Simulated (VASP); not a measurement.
Input of a VASP 6.6.1 run:

Contents of INCAR:

```
ALGO = Normal ; EDIFF = 1E-6
EDIFFG = -0.01 ; ENCUT = 600
IBRION = 2 ; ISIF = 3
ISMEAR = 0 ; KPAR = 2
LASPH = True ; LCHARG = False
LREAL = False ; LWAVE = False
NELM = 80 ; NSW = 90
PREC = Accurate ; SIGMA = 0.03
```

The input KPOINTS:

```
k-points
0
Gamma
  6 6 8
```

The input POSCAR:

```
SnO2
1.0
    4.7380000000      0.0000000000      0.0000000000
    0.0000000000      4.7380000000      0.0000000000
    0.0000000000      0.0000000000      3.1865000000
Sn O
2 4
Direct
    0.0000000000      0.0000000000      0.0000000000
    0.5000000000      0.5000000000      0.5000000000
    0.3071000000      0.3071000000      0.0000000000
    0.1929000000      0.8071000000      0.5000000000
    0.6929000000      0.6929000000      0.0000000000
    0.8071000000      0.1929000000      0.5000000000
```

Potentials or basis: VASP PAW LDA potentials, release 64 (Sn_d, O).

Run with:

```bash
$ cat potpaw_LDA.64/Sn_d/POTCAR potpaw_LDA.64/O/POTCAR > POTCAR
$ mpirun -np 2 vasp_std > vasp.out
```

Task: What does it give for the space group after relaxing (to 0.05 Å)?

Result: P4_2/mnm (No. 136).

Task: What does it give for the relaxed cell?

Result: a = 4.728 Å, b = 4.728 Å, c = 3.195 Å, α = 90.00°, β = 90.00°, γ = 90.00°.

Task: Predict the band gap on the k mesh.

Result: 1.15 eV, direct.

Task: Predict the relaxed volume.

Result: 11.90 Å³/atom.

Final structure:
```
Sn O
1.0
     4.72787    0.00000    0.00000
     0.00000    4.72787    0.00000
     0.00000    0.00000    3.19517
Sn O
2 4
Direct
  0.00000 0.00000 0.00000
  0.50000 0.50000 0.50000
  0.30599 0.30599 0.00000
  0.19401 0.80599 0.50000
  0.69401 0.69401 0.00000
  0.80599 0.19401 0.50000
```

Caveat: spin-orbit coupling is left out, which moves the levels of the heavy elements. A hybrid or GW would open this gap; LDA tends to underestimate it.
